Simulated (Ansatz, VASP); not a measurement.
**AlN in VASP and in Ansatz**

```xyz
2
Lattice="0.0000 2.1840 2.1840 2.1840 0.0000 2.1840 2.1840 2.1840 0.0000" Properties=species:S:1:pos:R:3 pbc="T T T"
Al   -0.3182   -0.3182   -0.4500
N     3.2760    3.2760    3.2760
```

Alike in both runs: task single point; functional PBE; k mesh 10 × 10 × 10; occupations gaussian, width 0.05 eV; no spin polarisation.

```csv
,VASP,Ansatz
version,VASP 6.6.1,Ansatz 0.2.0
potentials or method,"VASP PAW PBE potentials, release 64 (Al, N)","scalar-relativistic, plane waves, PAW"
plane-wave cutoff (eV),520,520
valence electrons in the cell,8,8
```

VASP gave:

- gap on the k mesh at the Fermi level (eV): 3.13
- least direct gap on the mesh (eV): 3.57
- rms of the force components (eV/Å): 26.319

Problem. What did Ansatz give for the same quantities?

Solution. gap on the k mesh at the Fermi level (eV): 3.17; least direct gap on the mesh (eV): 3.62; rms of the force components (eV/Å): 27.431.

Atom by atom the forces differ by 1.112 eV/Å (rms over components).

Caveats: forces of over 1 eV/Å show positions far from the minimum, so gaps and moduli don't describe the material at rest. A k mesh can miss the band edges.
